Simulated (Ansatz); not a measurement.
# BP under changes of volume

One of the cells (11.682 Å³/atom); the others are scaled copies at fixed shape and fractional positions:

```
P B
1.0
     0.00000    2.26900    2.26900
     2.26900    0.00000    2.26900
     2.26900    2.26900    0.00000
P B
1 1
Cartesian
  3.4035 3.4035 3.4035
  0.0000 0.0000 0.0000
```

- Program: Ansatz 0.2.0
- Functional: RPBE
- Potentials or basis: Ansatz PAW
- Cutoff: 420 eV (not typed: the program's choice for these potentials)
- k mesh: 10 × 10 × 10
- Occupations: fermi-dirac, width 0.05 eV
- Spin: no spin polarisation

```tsv
volume (Å³/atom)	energy over the lowest point (meV/atom)	pressure (GPa)	gap on the mesh (eV)
10.981	?	?	?
11.214	25.53	11.5	1.20
11.448	11.72	7.5	1.24
11.682	3.36	4.0	1.27
11.915	0.00	0.7	1.29
12.149	1.15	-2.2	1.32
12.383	6.41	-4.9	1.35
```

Problem. What does the run at 10.981 Å³/atom give?

Solution. Energy over the lowest point 45.35 meV/atom; pressure 15.8 GPa; gap on the mesh 1.17 eV.

Worked out: A Birch-Murnaghan fit of order 3 (a polynomial in V^(-2/3)) to the other rows has its minimum at 11.97 Å³/atom with B0 = V·E''(V) = 155 GPa and B' = 3.8. It gives 45.27 meV/atom at 10.981 Å³/atom, against the run's 45.35, and -dE/dV = 15.8 GPa, against 15.8. A straight line through the other rows of the gap, of slope 1.46 eV per unit of ln V, extrapolates to 1.17 eV, against the run's 1.17.

Energies are extrapolated to zero smearing.

Caveats: the PAW data sets come from PBE, with cores solved anew for the run's functional, which leaves a small shift of forces and pressure.

A mesh can miss the band edges.
